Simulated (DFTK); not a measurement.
CoO:

```xyz
2
Lattice="0.0000 2.1315 2.1315 2.1315 0.0000 2.1315 2.1315 2.1315 0.0000" Properties=species:S:1:pos:R:3 pbc="T T T"
Co    0.0000    0.0000    0.0000
O     2.1315    2.1315    2.1315
```

Base run:

```yaml
Program: DFTK 0.8.2
Functional: PBEsol
Potentials_or_basis: dojo.nc.sr.pbesol.v0_4_1.standard.upf (PBEsol)
Cutoff: 1306 eV
k_mesh: 11 × 11 × 11
Occupations: fermi-dirac, width 0.05 eV
Spin: collinear spin, ferromagnetic start
Starting_moments: "[2.0, 0.0] μB"
```

Its results: band gap on the k mesh none (metal or under the smearing width); pressure -11.1 GPa; net moment 2.98 μB per cell; site moments Co +2.61; O +0.37 μB.

Q: The run is repeated on the same cell with these changes: potentials or basis from dojo.nc.sr.pbesol.v0_4_1.standard.upf (PBEsol) to SG15 1.2 (PBE); cutoff from 1306 eV to 1225 eV; k mesh from 11 × 11 × 11 to 9 × 9 × 9. What comes out?

A: Band gap on the k mesh none (metal or under the smearing width); pressure -9.9 GPa; net moment 2.98 μB per cell; site moments Co +2.61; O +0.37 μB.

Caveats: a cell with one magnetic atom can't hold antiferromagnetic order, which such compounds often take; semilocal functionals often make such compounds metallic where correlation or magnetic order opens a gap, which also shifts bond lengths; the potentials were made for another functional, which shifts forces and pressure (some runs).

Not every run made on this cell is shown here.
